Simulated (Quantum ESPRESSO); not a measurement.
The system is HfO2.

```
CELL_PARAMETERS angstrom
0.00000 2.55750 2.55750
2.55750 0.00000 2.55750
2.55750 2.55750 0.00000
ATOMIC_POSITIONS crystal
Hf 0.00000 0.00000 0.00000
O 0.75000 0.75000 0.75000
O 0.25000 0.25000 0.25000
```

Measurements of this composition are mostly on another form, of space group No. 14.

Base run:

| Item | Value |
| --- | --- |
| Program | Quantum ESPRESSO 7.5 |
| Functional | AM05 |
| Potentials or basis | SG15 PBE 1.2 |
| Cutoff | 1197 eV |
| Density cutoff | 4789 eV |
| k mesh | 9 × 9 × 9 |
| Occupations | fermi-dirac, width 0.05 eV |
| Spin | no spin polarisation |

Its results: band gap on the k mesh 3.72 eV, indirect (least direct gap 3.84 eV); pressure -9.9 GPa.

Q: The run is repeated on the same cell with these changes: functional from AM05 to LDA. What comes out?

A: Band gap on the k mesh 3.52 eV, indirect (least direct gap 3.65 eV); pressure -18.8 GPa.

LDA binds more tightly than AM05, so the same cell stands under less pressure.

Caveats: the potentials were made for another functional, which shifts forces and pressure; spin-orbit coupling is left out, which moves the levels of the heavy elements; the mesh misses the band edges, which the band path finds closer together.

Not every run made on this cell is shown here.
